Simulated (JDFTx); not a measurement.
# GaN (F-43m) in JDFTx: a series of runs

The runs below take GaN through single point, with PBEsol, r2SCAN, HSE06, HSEsol, PBE.

Program: JDFTx 1.7.0 (patched build). These are calculated values, not measurements. Logs are shortened: lines on timing, memory, paths and dates and some standing lists are left out, and cuts for length are marked. The log counts tension as positive stress, the text compression.

**The experiment to reproduce.**

A printed reference work, textbook reports, for a bulk crystal of GaN at 0 K: band gap 3.299 eV (direct).

The runs below are set against these values where they give the same quantity.

## Step 1: The crystal as given

The structure is cubic, space group F-43m (No. 216). Conventional cell: a = 4.507 Å, b = 4.507 Å, c = 4.507 Å, α = 90.00°, β = 90.00°, γ = 90.00°. Around Ga (site symmetry -43m) lie 4 N at 1.95 Å. Around N (site symmetry -43m) lie 4 Ga at 1.95 Å.

The cell is a database's computed one.

## Step 2: Single point, PBEsol

Input file GaN.in:

```
include GaN.lattice
coords-type Lattice
include GaN.ionpos

ion-species pseudo/Ga.upf
ion-species pseudo/N.upf
elec-cutoff 42 336
elec-ex-corr gga-PBEsol
kpoint-folding 10 10 10
elec-smearing Fermi 0.0018374661
elec-n-bands 15
electronic-SCF nIterations 100 energyDiffThreshold 1e-09
electronic-minimize nIterations 30 energyDiffThreshold 1e-7
converge-empty-states yes
forces-output-coords Cartesian

dump-name run.$VAR
dump End Ecomponents EigStats BandEigs Kpoints Forces Stress ElecDensity Dtot KEdensity
```

Input file GaN.lattice:

```
lattice \
    0.0000000000     4.2584989699     4.2584989699 \
    4.2584989699     0.0000000000     4.2584989699 \
    4.2584989699     4.2584989699     0.0000000000
```

Input file GaN.ionpos:

```
ion Ga     0.0000000000     0.0000000000     0.0000000000 1
ion N      0.2500000000     0.2500000000     0.2500000000 1
```

Potentials or basis: PseudoDojo-SR-PBEsol-0.4.1-standard.

The run is started by

```console
> jdftx -c 1 -i GaN.in -o GaN.out
```

The log of the run:

```text
*************** JDFTx 1.7.0 (patched build) ***************

Input parsed successfully to the following command list (including defaults):
[... the input with its defaults ...]

---------- Setting up symmetries ----------

Found 48 point-group symmetries of the bravais lattice
Found 24 space-group symmetries with basis
Applied RMS atom displacement 0 bohrs to make symmetries exact.

---------- Initializing the Grid ----------
R =
[            0       4.2585       4.2585  ]
[       4.2585            0       4.2585  ]
[       4.2585       4.2585            0  ]
unit cell volume = 154.454
G =
[  -0.737723   0.737723   0.737723  ]
[   0.737723  -0.737723   0.737723  ]
[   0.737723   0.737723  -0.737723  ]
Minimum fftbox size, Smin = [  52  52  52  ]
Chosen fftbox size, S = [  54  54  54  ]

---------- Initializing tighter grid for wavefunction operations ----------
R =
[            0       4.2585       4.2585  ]
[       4.2585            0       4.2585  ]
[       4.2585       4.2585            0  ]
unit cell volume = 154.454
G =
[  -0.737723   0.737723   0.737723  ]
[   0.737723  -0.737723   0.737723  ]
[   0.737723   0.737723  -0.737723  ]
Minimum fftbox size, Smin = [  36  36  36  ]
Chosen fftbox size, S = [  36  36  36  ]

---------- Exchange Correlation functional ----------
Initalized PBEsol GGA exchange.
Initalized PBEsol GGA correlation.

---------- Setting up pseudopotentials ----------
Width of ionic core gaussian charges (only for fluid interactions / plotting) set to 0

Reading pseudopotential file 'pseudo/Ga.upf':
  'Ga' pseudopotential, 'PBESOL' functional
  Generated using ONCVPSP code by D. R. Hamann
  13 valence electrons, 3 orbitals, 6 projectors, 1001 radial grid points, with lMax = 2
    3D    l: 2   occupation: 10.0   eigenvalue: -0.704192
    4S    l: 0   occupation:  2.0   eigenvalue: -0.329374
    4P    l: 1   occupation:  1.0   eigenvalue: -0.094479
  Core radius for overlap checks: 1.84 bohrs.

Reading pseudopotential file 'pseudo/N.upf':
  'N' pseudopotential, 'PBESOL' functional
  Generated using ONCVPSP code by D. R. Hamann
  5 valence electrons, 2 orbitals, 4 projectors, 1001 radial grid points, with lMax = 1
    2S    l: 0   occupation:  2.0   eigenvalue: -0.678237
    2P    l: 1   occupation:  3.0   eigenvalue: -0.258576
  Core radius for overlap checks: 1.31 bohrs.

Initialized 2 species with 2 total atoms.

Folded 1 k-points by 10x10x10 to 1000 k-points.

---------- Setting up k-points, bands, fillings ----------
Adding inversion symmetry to k-mesh for non-inversion-symmetric unit cell.
Reduced to 47 k-points under symmetry.
Computing the number of bands and number of electrons
Calculating initial fillings.
nElectrons:  18.000000   nBands: 15   nStates: 47

----- Setting up reduced wavefunction bases (one per k-point) -----
average nbasis = 2007.617 , ideal nbasis = 2008.018

---------- Setting up ewald sum ----------
Optimum gaussian width for ewald sums = 1.934137 bohr.
Real space sum over 1331 unit cells with max indices [  5  5  5  ]
Reciprocal space sum over 2197 terms with max indices [  6  6  6  ]

---------- Allocating electronic variables ----------
Initializing wave functions:  linear combination of atomic orbitals
Note: number of bands (15) exceeds available atomic orbitals (13)
Ga pseudo-atom occupations:   s ( 2 )  p ( 1 )  d ( 10 )
N pseudo-atom occupations:   s ( 2 )  p ( 3 )
	FillingsUpdate:  mu: +0.565755478  nElectrons: 18.000000
LCAOMinimize: Iter:   0  F: -76.9815949738834320  |grad|_K:  7.818e-03  alpha:  1.000e+00
	FillingsUpdate:  mu: +0.440332378  nElectrons: 18.000000
LCAOMinimize: Iter:   1  F: -77.1063316287530824  |grad|_K:  3.620e-04  alpha:  3.540e-01  linmin: -4.927e-01  cgtest:  9.281e-01
LCAOMinimize: Encountered beta<0, resetting CG.
[... 6 lines of inner loops ...]
LCAOMinimize: Iter:   4  F: -77.1065894538456718  |grad|_K:  1.028e-06  alpha:  5.345e-01  linmin: -1.452e-06  cgtest: -9.322e-05
	FillingsUpdate:  mu: +0.434659785  nElectrons: 18.000000
LCAOMinimize: Iter:   5  F: -77.1065894573371793  |grad|_K:  6.043e-08  alpha:  6.244e-01  linmin:  1.546e-03  cgtest: -5.017e-03
LCAOMinimize: Converged (|Delta F|<1.000000e-06 for 2 iters).

-------- Electronic minimization -----------
Will mix electronic density at each iteration.
	FillingsUpdate:  mu: +0.434659785  nElectrons: 18.000000
	FillingsUpdate:  mu: +0.420331578  nElectrons: 18.000000
SCF: Cycle:  0   F: -77.145080496562827   dF: -3.849e-02   |Residual|: 5.224e-02   |deigs|: 2.736e-01
	FillingsUpdate:  mu: +0.414868676  nElectrons: 18.000000
SCF: Cycle:  1   F: -77.146635634806515   dF: -1.555e-03   |Residual|: 2.049e-02   |deigs|: 1.233e-02
	FillingsUpdate:  mu: +0.416248714  nElectrons: 18.000000
SCF: Cycle:  2   F: -77.146685823623898   dF: -5.019e-05   |Residual|: 9.224e-03   |deigs|: 2.766e-03
	FillingsUpdate:  mu: +0.416970309  nElectrons: 18.000000
SCF: Cycle:  3   F: -77.146691884369488   dF: -6.061e-06   |Residual|: 1.187e-03   |deigs|: 1.254e-03
	FillingsUpdate:  mu: +0.417138554  nElectrons: 18.000000
SCF: Cycle:  4   F: -77.146692659927240   dF: -7.756e-07   |Residual|: 3.839e-04   |deigs|: 4.542e-04
	FillingsUpdate:  mu: +0.417182407  nElectrons: 18.000000
SCF: Cycle:  5   F: -77.146692814295420   dF: -1.544e-07   |Residual|: 1.140e-04   |deigs|: 3.135e-04
	FillingsUpdate:  mu: +0.417192350  nElectrons: 18.000000
SCF: Cycle:  6   F: -77.146692864757227   dF: -5.046e-08   |Residual|: 4.133e-05   |deigs|: 3.994e-04
	FillingsUpdate:  mu: +0.417190198  nElectrons: 18.000000
SCF: Cycle:  7   F: -77.146692875210832   dF: -1.045e-08   |Residual|: 1.608e-05   |deigs|: 2.373e-04
	FillingsUpdate:  mu: +0.417190113  nElectrons: 18.000000
SCF: Cycle:  8   F: -77.146692879384020   dF: -4.173e-09   |Residual|: 9.696e-06   |deigs|: 2.461e-04
	FillingsUpdate:  mu: +0.417189945  nElectrons: 18.000000
SCF: Cycle:  9   F: -77.146692880199168   dF: -8.151e-10   |Residual|: 8.767e-07   |deigs|: 1.716e-04
	FillingsUpdate:  mu: +0.417189847  nElectrons: 18.000000
SCF: Cycle: 10   F: -77.146692880513086   dF: -3.139e-10   |Residual|: 5.495e-07   |deigs|: 3.167e-04
SCF: Converged (|Delta E|<1.000000e-09 for 2 iters).

Setting wave functions to eigenvectors of Hamiltonian
Converging empty states (this may take a while):
EmptyStates: None of the convergence criteria satisfied.
|deigs|: 1.139e-03

# Stress tensor in Cartesian coordinates [Eh/a0^3]:
[  3.16433e-05            0            0  ]
[            0  3.16433e-05            0  ]
[            0            0  3.16433e-05  ]

# Ionic positions in lattice coordinates:
ion Ga   0.000000000000000   0.000000000000000   0.000000000000000 1
ion N   0.250000000000000   0.250000000000000   0.250000000000000 1

# Forces in Cartesian coordinates:
force Ga   0.000000000000000  -0.000000000000000   0.000000000000000 1
force N  -0.000000000000000   0.000000000000000  -0.000000000000000 1

# Energy components:
   Eewald =      -58.3371585566606043
       EH =       21.7795256249326350
     Eloc =      -57.0943847161566396
      Enl =      -39.2934951821815659
      Exc =      -23.7940824147794920
 Exc_core =        9.5836318728302317
       KE =       70.0092704915153803
-------------------------------------
     Etot =      -77.1466928805000549
       TS =        0.0000000000130367
-------------------------------------
        F =      -77.1466928805130863

IonicMinimize: Iter:   0  F: -77.146692880513086  |grad|_K:  4.616e-36
IonicMinimize: Converged (|grad|_K<1.000000e-04).

#--- Lowdin population analysis ---
# oxidation-state Ga +0.792
# oxidation-state N -0.764

Dumping 'run.eigStats' ...
	eMin: -0.200271 at state 0 ( [ +0.000000 +0.000000 +0.000000 ] spin 0 )
	HOMO: +0.384235 at state 0 ( [ +0.000000 +0.000000 +0.000000 ] spin 0 )
	mu  : +0.417190
	LUMO: +0.446896 at state 0 ( [ +0.000000 +0.000000 +0.000000 ] spin 0 )
	eMax: +1.200196 at state 43 ( [ +0.100000 +0.500000 -0.400000 ] spin 0 )
	HOMO-LUMO gap: +0.062661
	Optical gap  : +0.062661 at state 0 ( [ +0.000000 +0.000000 +0.000000 ] spin 0 )
WARNING: the last solve of the electrons (or of bands or displaced states from it) ended unconverged.
Done!
[note: mu as printed may lie anywhere between the filled and the empty levels]
```

Run time: 68 s. Hardware: 1 thread of Arm Neoverse V1, shared host; peak memory 0.11 GiB.

What came out:

```
Free energy            : -2099.2685 eV
Pressure               : -0.9 GPa
Band gap on the k mesh : 1.71 eV, direct
Loewdin charges        : Ga +0.79; N -0.76 e
```

Levels at points of the mesh, in eV from the valence-band top:
| k point | band 7 | band 8 | band 9 | band 10 | band 11 |
| --- | --- | --- | --- | --- | --- |
| (0.00, 0.00, 0.00) | 0.00 | 0.00 | 0.00 | 1.71 | 10.25 |
| (0.00, 0.00, 0.50) | -7.10 | -0.97 | -0.97 | 4.59 | 8.64 |
| (0.00, 0.50, 0.50) | -6.17 | -2.72 | -2.72 | 3.25 | 6.58 |

Caveat: the empty levels aren't tightly converged.

## Step 3: Single point, r2SCAN

Input file GaN.in:

```
lattice Face-Centered Cubic 8.5169979397
coords-type Lattice
ion Ga     0.0000000000     0.0000000000     0.0000000000 1
ion N      0.2500000000     0.2500000000     0.2500000000 1

ion-species pseudo/Ga.upf
ion-species pseudo/N.upf
elec-cutoff 40 320
elec-ex-corr mgga-x-r2scan mgga-c-r2scan
kpoint-folding 10 10 10
elec-smearing Fermi 0.0018374661
elec-n-bands 15
electronic-SCF nIterations 100 energyDiffThreshold 1e-09
electronic-minimize nIterations 30 energyDiffThreshold 1e-7
converge-empty-states yes
forces-output-coords Cartesian

dump-name run.$VAR
dump End Ecomponents EigStats BandEigs Kpoints Forces Stress ElecDensity KEdensity
```

Potentials or basis: SG15-PBE-1.2.

The run is started by

```console
> jdftx -c 1 -i GaN.in -o GaN.out
```

The log of the run:

```text
*************** JDFTx 1.7.0 (patched build) ***************

Input parsed successfully to the following command list (including defaults):
[... the input with its defaults ...]

---------- Setting up symmetries ----------

Found 48 point-group symmetries of the bravais lattice
Found 24 space-group symmetries with basis
Applied RMS atom displacement 0 bohrs to make symmetries exact.

---------- Initializing the Grid ----------
R =
[            0       4.2585       4.2585  ]
[       4.2585            0       4.2585  ]
[       4.2585       4.2585            0  ]
unit cell volume = 154.454
G =
[  -0.737723   0.737723   0.737723  ]
[   0.737723  -0.737723   0.737723  ]
[   0.737723   0.737723  -0.737723  ]
Minimum fftbox size, Smin = [  52  52  52  ]
Chosen fftbox size, S = [  54  54  54  ]

---------- Initializing tighter grid for wavefunction operations ----------
R =
[            0       4.2585       4.2585  ]
[       4.2585            0       4.2585  ]
[       4.2585       4.2585            0  ]
unit cell volume = 154.454
G =
[... 93 lines left out ...]

Setting wave functions to eigenvectors of Hamiltonian
Converging empty states (this may take a while): |deigs|: 3.579e-04

# Stress tensor in Cartesian coordinates [Eh/a0^3]:
[  0.000120529            0            0  ]
[            0  0.000120529            0  ]
[            0            0  0.000120529  ]

# Ionic positions in lattice coordinates:
ion Ga   0.000000000000000   0.000000000000000   0.000000000000000 1
ion N   0.250000000000000   0.250000000000000   0.250000000000000 1

# Forces in Cartesian coordinates:
force Ga  -0.000000000000000   0.000000000000000  -0.000000000000000 1
force N   0.000000000000000  -0.000000000000000  -0.000000000000000 1

# Energy components:
   Eewald =      -58.3371585573457097
       EH =       21.1033386374843310
     Eloc =      -50.9854052861215052
      Enl =      -43.3451605779621971
      Exc =      -11.0226273767105081
       KE =       67.5517347582387657
-------------------------------------
     Etot =      -75.0352784024168358
       TS =        0.0000000000026306
-------------------------------------
        F =      -75.0352784024194648

IonicMinimize: Iter:   0  F: -75.035278402419465  |grad|_K:        nan
IonicMinimize: None of the convergence criteria satisfied after 0 iterations.

Dumping 'run.eigStats' ...
	eMin: -0.239594 at state 0 ( [ +0.000000 +0.000000 +0.000000 ] spin 0 )
	HOMO: +0.382660 at state 0 ( [ +0.000000 +0.000000 +0.000000 ] spin 0 )
	mu  : +0.418558
	LUMO: +0.451358 at state 0 ( [ +0.000000 +0.000000 +0.000000 ] spin 0 )
	eMax: +1.234239 at state 43 ( [ +0.100000 +0.500000 -0.400000 ] spin 0 )
	HOMO-LUMO gap: +0.068698
	Optical gap  : +0.068698 at state 0 ( [ +0.000000 +0.000000 +0.000000 ] spin 0 )
Done!
[note: mu as printed may lie anywhere between the filled and the empty levels]
```

It took 5 min on 1 thread of Arm Neoverse V1, shared host; peak memory 0.14 GiB.

What came out:

```
Free energy            : -2041.8139 eV
Pressure               : -3.5 GPa
Band gap on the k mesh : 1.87 eV, direct
```

Levels at points of the mesh, in eV from the valence-band top:
```csv
k point,band 6,band 7,band 8,band 9,band 10,band 11,band 12,band 13
"(0.00, 0.00, 0.00)",-13.06,0.00,0.00,0.00,1.87,10.76,10.76,10.76
"(0.00, 0.00, 0.50)",-12.10,-7.28,-1.04,-1.04,4.89,9.46,10.90,10.90
"(0.00, 0.50, 0.50)",-11.79,-6.36,-2.86,-2.86,3.78,7.04,12.58,14.79
```

Caveat: the potentials were made for another functional, which shifts forces and pressure.

(Continued in part 2 of 2.)
